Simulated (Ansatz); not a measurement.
Crystal: N, fcc type, 1 atom in the cell.

Theory: Ansatz, PBE, plane waves, PAW datasets (generated soft set 1).

Cutoff 420 eV; k-mesh 60×60×60 Γ-centred; Fermi–Dirac smearing of 0.0612 eV; no spin polarisation.

The fit to the energies gives V₀ = 7.601 Å³/atom (a₀ = 3.121 Å), B₀ = 179 GPa, B₀′ = 4.28.

Question: What pressure does the program print at V = 7.149 Å³/atom, and how far above the lowest computed point (V = 7.606 Å³/atom) does the energy lie?

Answer: 12.47 GPa and 16.66 meV/atom. All points:

```
V (Å³/atom)   a (Å)  E − E(min) (meV/atom)  P (GPa)
      7.149  3.0580                  16.66    12.47
      7.302  3.0796                   7.06     7.83
      7.454  3.1008                   1.64     3.65
      7.606  3.1218                   0.00    -0.12
      7.758  3.1424                   1.75    -3.50
      7.910  3.1629                   6.55    -6.55
      8.062  3.1830                  14.09    -9.30
```

The published all-electron PBE values for this crystal (mean of FLEUR and WIEN2k, k-spacing 0.06 Å⁻¹; Bosoni et al., Nat. Rev. Phys. 6, 45 (2024)) are V₀ = 7.601 Å³/atom, B₀ = 178.9 GPa, B₀′ = 4.17.

The stress includes the program's correction for the finite plane-wave basis.

This cubic structure is a model: it isn't the usual form of the substance at ambient conditions, and such phases are metastable or hypothetical.
